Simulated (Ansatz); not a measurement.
AlCu3: checking dH/dP = V

All numbers below come from Ansatz 0.2.0, DFT PBEsol, scalar-relativistic, plane waves, PAW. Run with 420 eV cutoff, 12×12×8 k-mesh, Gaussian smearing of 0.10 eV, no spin polarisation.

Reference structure (relaxed):

```
Al Cu
1.0
     5.14073    0.00000    0.00000
    -2.57036    4.45200    0.00000
     0.00000    0.00000    4.17875
Al Cu
2 6
Direct
  0.66667 0.33333 0.25000
  0.33333 0.66667 0.75000
  0.33062 0.16531 0.75000
  0.83469 0.16531 0.75000
  0.83469 0.66938 0.75000
  0.66938 0.83469 0.25000
  0.16531 0.83469 0.25000
  0.16531 0.33062 0.25000
```

Cell and atoms were relaxed at each target pressure within the start's symmetry (P6_3/mmc), at zero temperature; other phases can be more stable under pressure. H = E + PV with P the target; E is the free energy at the smearing used, whose derivative the pressure is, per atom and counted from zero pressure.

| P (GPa) | V (Å³/atom) | E − E0 (meV) | H − H0 (meV) |
| --- | --- | --- | --- |
| 0 | 11.955 | 0.0 | 0.0 |
| 1 | 11.879 | 0.2 | 74.4 |
| 4 | 11.660 | 3.7 | 294.8 |
| 12 | 11.180 | 27.2 | 864.6 |
| 25 | 10.574 | 96.0 | 1746.0 |

Task: Thermodynamics gives dH/dP = V along a relaxed path. Integrate V over P by the trapezoid rule and compare with the computed enthalpies.

Result: With 1 eV/Å³ = 160.22 GPa, each step adds the mean volume times ΔP / 160.22:
| P (GPa) | ∫V dP (meV) | H − H0 (meV) | difference (meV) |
| --- | --- | --- | --- |
| 1 | 74.4 | 74.4 | 0.0 |
| 4 | 294.8 | 294.8 | 0.0 |
| 12 | 865.0 | 864.6 | 0.4 |
| 25 | 1747.6 | 1746.0 | 1.6 |

V(P) curves upward, so the trapezoid rule runs high; integrating a smooth curve through the same points (P as a polynomial of degree 4 in ln V) puts that excess at about 1.1 meV at 25 GPa, against the 1.6 meV found.

Task: At 25 GPa, how much of the enthalpy change is stored energy and how much is the PV term?

Result: E rises by 96 meV/atom and PV is 25 × 10.574 / 160.22 = 1650 meV/atom, so PV makes 95 % of ΔH. So between rival structures at high pressure a small difference in volume can outweigh the difference in energy: 1 % of this volume is worth 16.5 meV/atom at this pressure.

Task: What bulk modulus do the lowest pressures give?

Result: From the pressures that the runs reached, -1.00 GPa (12.036 Å³) and 1.00 GPa (11.879 Å³), B = −ΔP/Δln V = 2.00 / 0.0131 = 153 GPa, a mean over that range.